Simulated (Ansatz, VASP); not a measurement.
One calculation of AlN, two programs

```
Al N
1.0
     3.06172    0.00000    0.00000
    -1.53086    2.65153    0.00000
     0.00000    0.00000    3.77638
Al N
2 2
Direct
  0.33333 0.66667 0.93800
  0.66667 0.33333 0.43800
  0.33333 0.66667 0.43800
  0.66667 0.33333 0.93800
```

Change from the starting cell: volume scaled by 0.72, PAW files.

Alike in both runs: task single point; functional PBE; k mesh 13 × 13 × 7; occupations fermi-dirac, width 0.05 eV; no spin polarisation.

|  | VASP | Ansatz |
| --- | --- | --- |
| version | VASP 6.6.1 | Ansatz 0.2.0 |
| potentials or method | VASP PAW PBE potentials, release 64 (Al, N) | PAW with Ansatz's default frozen-core files, scalar-relativistic |
| plane-wave cutoff (eV) | 520 | 420 |
| valence electrons in the cell | 16 | 16 |

```tsv
	VASP	Ansatz	Ansatz less VASP
gap on the k mesh at the Fermi level (eV)	4.63	4.65	+0.024
pressure (GPa)	89.0	88.9	-0.20
```

With one functional, cell and mesh, what is left measures potentials, basis and numerics. Ansatz warned: «structure_snapped_to_symmetry».

Caveats: the cell as given lies far from equilibrium; so large a pressure means that the cell lies far from this level's equilibrium, or that cutoff or potentials fall short (VASP); an odd mesh through Γ misses points on the zone boundary, where band edges often lie.
